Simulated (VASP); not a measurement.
A run of VASP 6.6.1 is set up as follows.

File INCAR:

```
SYSTEM = Re
PREC = Accurate ; ENCUT = 520
EDIFF = 1E-8 ; ISMEAR = -1
SIGMA = 0.05 ; LREAL = .False.
LASPH = .True. ; NELM = 100
ALGO = Fast ; ISIF = 2
LWAVE = .False. ; LCHARG = .False.
GGA = PE ; LEFG = .True.
NBANDS = 10
```

KPOINTS

```
Automatic mesh
0
Gamma
  14 14 14
  0 0 0
```

The input POSCAR:

```
Re
1.0
    0.0000000000      1.9945557272      1.9945557272
    1.9945557272      0.0000000000      1.9945557272
    1.9945557272      1.9945557272      0.0000000000
Re
1
Direct
    0.0000000000      0.0000000000      0.0000000000
```

Potentials or basis: VASP PAW PBE potentials, release 64 (Re).

Run with:

```bash
$ cat potpaw_PBE.64/Re/POTCAR > POTCAR
$ mpirun -np 1 vasp_std > vasp.out
```

Task: What does it give for the band gap on the k mesh?

Result: None (metal or under the smearing width).

Task: Predict the pressure.

Result: -18.7 GPa.

Electric field gradients, principal values (V/Å²):
| atom | Vxx | Vyy | Vzz |
| --- | --- | --- | --- |
| 1 Re | 0.000 | 0.000 | 0.000 |

Caveat: so large a pressure means that the cell lies far from this level's equilibrium, or that cutoff or potentials fall short. Spin-orbit coupling is left out, which matters for the levels of Re.
